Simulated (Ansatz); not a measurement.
Theory: Ansatz 0.2.0, DFT, RPBE, plane waves (420 eV) with PAW, scalar-relativistic. The PAW files were generated under PBE, with cores re-solved for the functional.

An element in the simple cubic structure gives this curve. The cell is scaled uniformly from the relaxed one, with fractional coordinates and shape fixed. Energies are extrapolated to zero smearing, pressures are those at the given smearing. Magnetic state: spin not included.

```
V (Å³/atom)  E − E₀ (meV/atom)  P (GPa)
     37.375               12.1     0.88
     39.074                4.8     0.53
     40.773                1.0     0.24
     42.471                0.0    -0.01
     44.170                1.4    -0.21
     45.869                4.6    -0.37
     47.568                9.5    -0.51
```

(1) Which element is it?
A. sodium
B. yttrium
C. lutetium
D. lead

Results:

(1) A. Its fit is V₀ = 42.29 Å³/atom, B₀ = 5.6 GPa, B₀′ = 3.8.
